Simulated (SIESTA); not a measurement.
**ZnS (Wurtzite-2H): band structure with RPBE**

**Experimental background.**

A printed reference work, monograph reports, for a bulk crystal of ZnS at 4 K: band gap 3.911 eV (direct).

ZnS (Wurtzite-2H):

```xyz
4
Lattice="3.8110 0.0000 0.0000 -1.9055 3.3004 0.0000 0.0000 0.0000 6.2340" Properties=species:S:1:pos:R:3 pbc="T T T"
Zn    1.9055    1.1001    3.1170
Zn    0.0000    2.2003    0.0000
S     1.9055    1.1001    5.5171
S     0.0000    2.2003    2.4001
```

```yaml
Program: SIESTA 5.4.2
Task: band structure
Functional: RPBE
Potentials_or_basis: PseudoDojo 0.4 standard (PBE files)
Basis: DZP (energy shift 0.003 Ry; two zetas on semicore shells)
Grid_cutoff: 800 Ry
Energy_shift: 0.003 Ry
k_mesh: 8 × 8 × 5
Occupations: fermi-dirac, width 0.05 eV
Spin: no spin polarisation
```

| Quantity | Value |
| --- | --- |
| Pressure | 5.7 GPa |
| Largest force | 0.364 eV/Å |
| Band gap on the k mesh | 2.80 eV, direct |
| Band gap along the path | 2.80 eV, direct |

Forces on the atoms (eV/Å):
```
Zn   0.000  0.000  0.363
Zn   0.000  0.000  0.363
S    0.000  0.000 -0.364
S    0.000  0.000 -0.364
```

Stress tensor (GPa, compression positive):
```
6.84 0.00 0.00
0.00 6.84 0.00
0.00 0.00 3.55
```

Levels at the corners of the path, in eV from the valence-band top:
```csv
point,band 22,band 23,band 24,band 25,band 26,band 27,band 28,band 29,band 30,band 31
Γ,-0.86,-0.86,-0.05,-0.05,0.00,2.80,3.49,6.53,6.53,6.90
M,-4.18,-3.09,-2.21,-1.54,-0.99,3.95,4.80,5.50,7.36,7.94
K,-4.31,-3.81,-2.18,-2.18,-2.18,4.76,6.42,6.42,8.32,8.32
Γ,-0.86,-0.86,-0.05,-0.05,0.00,2.80,3.49,6.53,6.53,6.90
A,-2.74,-0.47,-0.47,-0.47,-0.47,4.04,4.04,6.92,6.92,6.92
L,-4.89,-1.65,-1.65,-1.50,-1.50,4.04,4.04,5.45,5.45,9.48
H,-4.74,-3.07,-3.07,-1.24,-1.24,4.99,4.99,6.92,6.92,7.78
A,-2.74,-0.47,-0.47,-0.47,-0.47,4.04,4.04,6.92,6.92,6.92
L,-4.89,-1.65,-1.65,-1.50,-1.50,4.04,4.04,5.45,5.45,9.48
M,-4.18,-3.09,-2.21,-1.54,-0.99,3.95,4.80,5.50,7.36,7.94
K,-4.31,-3.81,-2.18,-2.18,-2.18,4.76,6.42,6.42,8.32,8.32
H,-4.74,-3.07,-3.07,-1.24,-1.24,4.99,4.99,6.92,6.92,7.78
```

Wall time 38 s on 1 thread of Arm Neoverse V1 (shared host), peak memory 0.3 GiB.

A measured gap of ZnS is 3.911 eV (direct; 4 K; a printed reference work, monograph); the calculated 2.80 eV misses it by -1.11 eV. The value is that of RPBE in an atomic basis (PseudoDojo 0.4 standard (PBE files), DZP (energy shift 0.003 Ry; two zetas on semicore shells)), whose error adds to the functional's,, without temperature or zero-point motion. Semilocal functionals fall short of measured gaps as a rule.

Caveat: short orbitals over semicore shells can move pressures by several GPa; the valence orbitals were made in a potential fitted to the semicore shell under them, which widens gaps by tenths of an eV or more; the potentials were made for another functional, which shifts forces and pressure; the basis of atomic orbitals isn't converged, which shifts pressures, moduli and gaps.
